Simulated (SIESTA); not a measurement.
Wanted: the native input for a SIESTA 5.4.2 run.

* Task: relaxation of the atoms
* Functional: PBE
* Potentials or basis: PseudoDojo 0.4 standard (PBE files)
* Basis: DZP (energy shift 0.003 Ry)
* Grid cutoff: 500 Ry
* Energy shift: 0.003 Ry
* k mesh: 8 × 8 × 1
* Occupations: fermi-dirac, width 0.05 eV
* Spin: no spin polarisation
* dipole correction: yes
* optimiser: FIRE
* force tolerance: 0.02 eV/Å
* Fixed: [0, 1]

Slab: C, a slab with vacuum.

```
CELL_PARAMETERS angstrom
2.45617 0.00000 0.00000
-1.22809 2.12711 0.00000
0.00000 0.00000 23.52380
ATOMIC_POSITIONS crystal
C 0.33333 0.66667 0.31883
C 0.66667 0.33333 0.31883
C 0.33333 0.66667 0.68117
C 0.66667 0.33333 0.68117
```

The slab is cut from a database's or a generator's crystal, which needn't be the stable form of the element.

These files were run (other wordings do the same):

C.fdf

```
SystemName                      C
SystemLabel                     C
NumberOfSpecies                 1
NumberOfAtoms                   4
%block ChemicalSpeciesLabel
  1   6 C
%endblock ChemicalSpeciesLabel

LatticeConstant                 1.0 Ang
%block LatticeVectors
     2.4561701622     0.0000000000     0.0000000000
    -1.2280850811     2.1271057565     0.0000000000
     0.0000000000     0.0000000000    23.5238033600
%endblock LatticeVectors
AtomicCoordinatesFormat         Ang
%block AtomicCoordinatesAndAtomicSpecies
     0.0000000000     1.4180704901     7.5000000000  1
     1.2280850811     0.7090352663     7.5000000000  1
     0.0000000000     1.4180704901    16.0238033600  1
     1.2280850811     0.7090352663    16.0238033600  1
%endblock AtomicCoordinatesAndAtomicSpecies

%block kgrid.MonkhorstPack
    8   0   0  0.0
    0   8   0  0.0
    0   0   1  0.0
%endblock kgrid.MonkhorstPack
XC.Functional                   GGA
XC.Authors                      PBE
PAO.BasisSize                   DZP
PAO.EnergyShift                 0.003 Ry
Mesh.Cutoff                     500 Ry
OccupationFunction              FD
ElectronicTemperature           0.05 eV
Slab.DipoleCorrection           vacuum
MaxSCFIterations                120
SCF.MustConverge                false
SCF.Mixer.Method                Pulay
SCF.Mixer.Weight                0.25
SCF.Mixer.History               8
SCF.DM.Tolerance                5.0e-05
SCF.H.Tolerance                 1.0e-03 eV
WriteForces                     true
Charge.Mulliken                 end
MD.TypeOfRun                    FIRE
MD.Steps                        40
MD.MaxForceTol                  0.02 eV/Ang
MD.MaxDispl                     0.1 Ang
WriteCoorStep                   true
AtomCoorFormatOut               Fractional
%block Geometry.Constraints
  atom [1 2]
%endblock Geometry.Constraints
```

Potentials or basis: PseudoDojo 0.4 standard (PBE files), DZP (energy shift 0.003 Ry).

Command:

```bash
$ siesta C.fdf > C.out 2>&1
```

It gave:

```yaml
Band_gap_on_the_k_mesh: 1.99 eV, direct
```

Caveat: the relaxation stopped at its first step, so nothing moved; the basis of atomic orbitals isn't converged, which shifts pressures, moduli and gaps.

It took 15 s on 1 thread of Arm Neoverse V2, with other jobs on the host, peak memory 0.23 GiB.
